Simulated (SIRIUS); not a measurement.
Runs of SIRIUS 7.12.0 on PtSe2 (Sudovikovite). It takes space group P-3m1 (No. 164, trigonal). Conventional cell: a = 3.724 Å, b = 3.724 Å, c = 5.062 Å, α = 90.00°, β = 90.00°, γ = 120.00°. Around Pt (site symmetry -3m) lie 6 Se at 2.49 Å. Around Se (site symmetry 3m) lie 3 Pt at 2.49 Å. 

```tsv
level	potentials or basis	U	cell	k mesh	form of the Hubbard term	hubbard projectors	start of the occupations	mesh quality	gap on the mesh (eV)	pressure (GPa)	largest force (eV/Å)
PBEsol	PseudoDojo 0.4.1 PBEsol standard (scalar relativistic)	-	atoms moved at random, drawn with an rms of 0.05 Å	8 × 8 × 5	-	-	-	not flagged	none	1.9	1.96
PBEsol+U	PseudoDojo 0.4.1 PBE standard (scalar relativistic)	Pt d U = 4 eV	as given	4 × 4 × 3	simplified (Dudarev)	orthogonalised atomic orbitals	the program's own	coarse	none	1.8	0.31
PBEsol	PseudoDojo 0.4.1 PBE standard (scalar relativistic)	-	as given	4 × 4 × 3	-	-	-	coarse	none	(a)	0.22
PBEsol+U	PseudoDojo 0.4.1 PBE standard (scalar relativistic)	Pt d U = 8 eV	as given	4 × 4 × 3	simplified (Dudarev)	orthogonalised atomic orbitals	the program's own	coarse	none	(b)	(c)
PBEsol+U	PseudoDojo 0.4.1 PBE standard (scalar relativistic)	Pt d U = 6 eV	as given	4 × 4 × 3	simplified (Dudarev)	orthogonalised atomic orbitals	the program's own	coarse	none	2.0	0.36
PBEsol+U	PseudoDojo 0.4.1 PBE standard (scalar relativistic)	Pt d U = 2 eV	as given	4 × 4 × 3	simplified (Dudarev)	orthogonalised atomic orbitals	the program's own	coarse	none	1.7	0.26
```

Alike in all rows: task single point; no spin polarisation; cutoff (eV) 1177; smearing fermi-dirac 0.05 eV.

Q: Estimate the missing entries.

A: (a) 1.6; (b) 2.3; (c) 0.42.

Caveats: some runs use coarse meshes; the potentials were made for another functional, which shifts forces and pressure (some runs); U without spin polarisation on a metal has little footing (some runs).

A k mesh can miss the band edges, and the runs leave out spin-orbit coupling on Pt, Se.

A gap of «none» marks a metal or a gap under the smearing width.
